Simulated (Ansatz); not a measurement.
Runs of Ansatz 0.2.0 on SiNi3. The structure is trigonal, space group R-3m (No. 166). Conventional cell: a = 2.586 Å, b = 2.586 Å, c = 22.986 Å, α = 90.00°, β = 90.00°, γ = 120.00°. Ni (site symmetry 3m) has 3 Si at 2.34 Å and 9 Ni at 2.52 to 2.59 Å as nearest neighbours. Around Ni (site symmetry -3m) lie 12 Ni at 2.52 to 2.59 Å. Si (site symmetry -3m) is surrounded by 6 Ni at 2.34 Å and 6 Si at 2.59 Å. The cell comes from a database or a generator and needn't be the stable form of this composition.

```tsv
spin	k mesh	gap on the mesh (eV)	pressure (GPa)	moment (μB)	largest force (eV/Å)
collinear, antiferromagnetic start	12 × 12 × 12	none	-6.3	0.47	0.06
off	12 × 12 × 12	none	-6.4	-	0.06
non-collinear, random start	9 × 9 × 9	none	-6.5	0.00	(a)
collinear, ferromagnetic start	12 × 12 × 12	none	-6.3	0.47	0.06
```

Alike in all rows: task single point; level PBEsol; potentials or basis Ansatz PAW; cell as given; cutoff (eV) 420; smearing fermi-dirac 0.05 eV.

Q: Fill in the values left out.

A: (a) 0.04.

Caveats: the PAW data sets come from PBE, with cores solved anew for the run's functional, which leaves a small shift of forces and pressure; the starting moments weren't kept (some runs).

A gap of «none» marks a metal or a gap under the smearing width.
